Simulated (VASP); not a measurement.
# ZnS (F-43m) in VASP: further runs, part 2 of 2

VASP 6.6.1. Earlier steps stand in the parts before.

## (4) Dielectric tensor, PBE

Contents of INCAR:

```
PREC     = Accurate       # precision mode
ENCUT    = 250            # plane-wave cutoff, eV
EDIFF    = 1E-8           # SCF threshold, eV
ISMEAR   = 0              # smearing method
SIGMA    = 0.01           # smearing width, eV
LREAL    = False          # projectors in reciprocal space
LASPH    = True           # aspherical terms in the spheres
NELM     = 100            # most SCF steps
ALGO     = Normal         # electronic algorithm
ISIF     = 2              # what is computed and relaxed
LWAVE    = False          # write WAVECAR
LCHARG   = False          # write CHGCAR
GGA      = PE             # functional
LEPSILON = True           # dielectric tensor by DFPT
```

Contents of KPOINTS:

```
regular mesh
0
Gamma
  7 7 7
```

Contents of POSCAR:

```
ZnS
1.0
    0.0000000000      2.7020000000      2.7020000000
    2.7020000000      0.0000000000      2.7020000000
    2.7020000000      2.7020000000      0.0000000000
Zn S
1 1
Direct
    0.7500000000      0.7500000000      0.7500000000
    0.0000000000      0.0000000000      0.0000000000
```

Potentials or basis: VASP PAW PBE potentials, release 64 (Zn, S).

Started as:

```
> cat potpaw_PBE.64/Zn/POTCAR potpaw_PBE.64/S/POTCAR > POTCAR
> mpirun -np 1 vasp_std > vasp.out
```

OUTCAR:

```text
PREC = Accurate
   ENCUT = 250
   EDIFF = 1E-8
   ISMEAR = 0
   LREAL = False
   LASPH = True
   NELM = 100
   ISIF = 2
   GGA = PE
   LEPSILON = True

 Found     20 irreducible k-points:

 Following reciprocal coordinates:
            Coordinates               Weight
  0.000000  0.000000  0.000000      1.000000
  0.142857  0.000000  0.000000      8.000000
  0.285714  0.000000  0.000000      8.000000
  0.428571  0.000000  0.000000      8.000000
  0.142857  0.142857  0.000000      6.000000
  0.285714  0.142857  0.000000     24.000000
   k-points           NKPTS =     20   k-points in BZ     NKDIM =     20   number of bands    NBANDS=     13
   number of dos      NEDOS =    301   number of ions     NIONS =      2
   total plane-waves  NPLWV =   8000
   dimension x,y,z NGX =    20 NGY =   20 NGZ =   20
   dimension x,y,z NGXF=    40 NGYF=   40 NGZF=   40
   ions per type =               1   1
   NGX,Y,Z   is equivalent  to a cutoff of   8.70,  8.70,  8.70 a.u.
   NGXF,Y,Z  is equivalent  to a cutoff of  17.40, 17.40, 17.40 a.u.
 SYSTEM =  unknown system
   PREC   = accura    normal or accurate (medium, high low for compatibility)
   ISTART =      0    job   : 0-new  1-cont  2-samecut
   ICHARG =      2    charge: 1-file 2-atom 10-const
   ISPIN  =      1    spin polarized calculation?
   LNONCOLLINEAR =      F non collinear calculations
   LSORBIT =      F    spin-orbit coupling
[... 207 lines left out ...]
  free energy    TOTEN  =        -0.59827613 eV

  energy without entropy =       -0.59827613

------------------------ aborting loop because EDIFF is reached ----------------------------------------

 PIEZOELECTRIC TENSOR FIELD DIRECTION 3  (e Angst)
 -----------------------------------------------------------------------------
    -0.00091 -1.66096  0.00000           ( -0.00000  0.02799  0.00000)
    -1.66096 -0.00091  0.00000           (  0.02799 -0.00000  0.00000)
     0.00000  0.00000  0.00010           (  0.00000  0.00000 -0.00000)

 PIEZOELECTRIC TENSOR FIELD DIRECTION 3  (C/m^2)
 -----------------------------------------------------------------------------
    -0.00037 -0.67450  0.00000
    -0.67450 -0.00037  0.00000
     0.00000  0.00000  0.00004

 MACROSCOPIC STATIC DIELECTRIC TENSOR (including local field effects in DFT)
 ------------------------------------------------------
           6.082027     0.000000    -0.000000
          -0.000000     6.082027     0.000000
           0.000000     0.000000     6.082027
 ------------------------------------------------------

 PIEZOELECTRIC TENSOR (including local field effects)  for field in x, y, z        (e  Angst)
          XX          YY          ZZ          XY          YZ          ZX
  --------------------------------------------------------------------------------
  x    -0.00000    -0.00000    -0.00000     0.00000    -1.68346     0.00000
  y     0.00000     0.00000    -0.00000    -0.00000     0.00000    -1.68346
  z     0.00000     0.00000     0.00000    -1.68346    -0.00000     0.00000

 PIEZOELECTRIC TENSOR (including local field effects)  for field in x, y, z        (C/m^2)
          XX          YY          ZZ          XY          YZ          ZX
  --------------------------------------------------------------------------------
  x    -0.00000    -0.00000    -0.00000     0.00000    -0.68364     0.00000
  y     0.00000     0.00000    -0.00000    -0.00000     0.00000    -0.68364
  z     0.00000     0.00000     0.00000    -0.68364    -0.00000     0.00000

 BORN EFFECTIVE CHARGES (including local field effects) (in |e|, cummulative output)
 ---------------------------------------------------------------------------------
 ion    1
    1     2.02268     0.00000    -0.00000
    2     0.00000     2.02268     0.00000
    3    -0.00000     0.00000     2.02268
 ion    2
    1    -2.02268     0.00000     0.00000
    2     0.00000    -2.02268    -0.00000
    3     0.00000    -0.00000    -2.02268
```

OSZICAR:

```text
N       E                     dE             d eps       ncg     rms          rms(c)
DAV:   1     0.543057632073E+02    0.54306E+02   -0.58896E+03   520   0.951E+02
DAV:   2    -0.454886798920E+01   -0.58855E+02   -0.57124E+02   615   0.194E+02
DAV:   3    -0.722669600764E+01   -0.26778E+01   -0.26711E+01   620   0.444E+01
[... 11 lines left out ...]
RMM:   6    -0.597254743230E+00   -0.40837E-03   -0.20669E-04  2980   0.795E-02    0.220E-02
RMM:   7    -0.598152856967E+00   -0.89811E-03   -0.41232E-05  2885   0.299E-02    0.311E-03
RMM:   8    -0.598273342607E+00   -0.12049E-03   -0.79223E-06  2943   0.851E-03    0.182E-03
RMM:   9    -0.598269810371E+00    0.35322E-05   -0.20231E-06  2890   0.371E-03    0.499E-04
RMM:  10    -0.598276263676E+00   -0.64533E-05   -0.92300E-10  3032   0.944E-04    0.136E-04
RMM:  11    -0.598277647872E+00   -0.13842E-05    0.56480E-07  2606   0.305E-04    0.465E-05
RMM:  12    -0.598276127901E+00    0.15200E-05    0.33424E-08  1930   0.745E-05    0.713E-06
```

stdout:

```text
POSCAR found type information on POSCAR ZnS
 POSCAR found :  2 types and       2 ions
 scaLAPACK will be used
 LDA part: xc-table for (Slater+PW92), standard interpolation
 POSCAR, INCAR and KPOINTS ok, starting setup
 FFT: planning ... GRIDC
 FFT: planning ... GRID_SOFT
 FFT: planning ... GRID
 WAVECAR not read
 entering main loop
 Linear response reoptimize wavefunctions to high precision
 Linear response G [H, r] |phi>, progress :
  Direction:   1
 Linear response G [H, r] |phi>, progress :
  Direction:   2
 Linear response G [H, r] |phi>, progress :
  Direction:   3
 Linear response to external field (no local field effect), progress :
  Direction:   1
 dielectric tensor                  component  1 :     7.340     2.759     0.739
 Linear response to external field (no local field effect), progress :
  Direction:   2
 dielectric tensor                  component  2 :     2.759     7.539    -0.937
 Linear response to external field (no local field effect), progress :
  Direction:   3
 dielectric tensor                  component  3 :     0.737    -0.937     4.495
 Linear response to external field, progress :
  Direction:   1
 dielectric tensor                  component  1 :     6.082     1.294     0.616
 Linear response to external field, progress :
  Direction:   2
 dielectric tensor                  component  2 :     1.285     6.082     0.447
 Linear response to external field, progress :
  Direction:   3
 dielectric tensor                  component  3 :     0.976     0.935     6.082
 Born effective charges drift removed
```

Run time: 42 s. Hardware: 1 thread of Intel Xeon Platinum 8488C (Sapphire Rapids), shared host; peak memory 0.14 GiB.

The run converged, but a check on its numbers failed (symmetry, net force, bounds or a known fault of this set-up), so they aren't taken as properties of the crystal.

Caveat: the cutoff lies under the usual one of these potentials, so the numbers hold a large basis-set error.
